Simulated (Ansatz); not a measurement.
Phonons of CsPbI3 (cubic perovskite) at Γ, X = (0.5, 0.0, 0.0), M = (0.5, 0.5, 0.0), R = (0.5, 0.5, 0.5).

CsPbI$_{3}$ (cubic perovskite)

```
CELL_PARAMETERS angstrom
      6.39047     0.00000     0.00000
      0.00000     6.39047     0.00000
      0.00000     0.00000     6.39047
ATOMIC_POSITIONS crystal
  Cs 0.00000 0.00000 0.00000
  Pb 0.50000 0.50000 0.50000
  I  0.00000 0.50000 0.50000
  I  0.50000 0.50000 0.00000
  I  0.50000 0.00000 0.50000
```

Calculation: PBE (plane waves to 420 eV, PAW, scalar-relativistic; Ansatz, a quantum-chemistry and plane-wave program). DFPT wavenumbers on a 6×6×6 k mesh, in cm⁻¹; i marks imaginary ones, q is in fractions of the reciprocal vectors of the cell shown, and the three acoustic modes at Γ are left out. The non-analytic (LO-TO) term is not included, so polar modes at Γ have their transverse values. CsPbI3 was relaxed with its symmetry unable to fall. Spin-orbit coupling is left out, though I and Pb are heavy. This is a high-temperature form of CsPbI3.

```csv
q,wavenumbers (cm⁻¹)
Γ,"13i (×3), 12 (×3), 25 (×3), 65 (×3)"
"X = (0.5, 0.0, 0.0)","9i (×2), 8 (×2), 18, 22 (×2), 26 (×2), 29, 29, 65 (×2), 77, 110"
"M = (0.5, 0.5, 0.0)","23i, 9i (×2), 2i, 20 (×2), 26 (×2), 27, 40, 64, 78 (×2), 98, 113"
"R = (0.5, 0.5, 0.5)","23i (×3), 7i (×3), 38 (×3), 79 (×3), 97 (×2), 117"
```

The structure is unstable at this level: the lowest mode is 23i cm⁻¹ at M = (0.5, 0.5, 0.0).

Highest mode: 117 cm⁻¹ at R = (0.5, 0.5, 0.5).
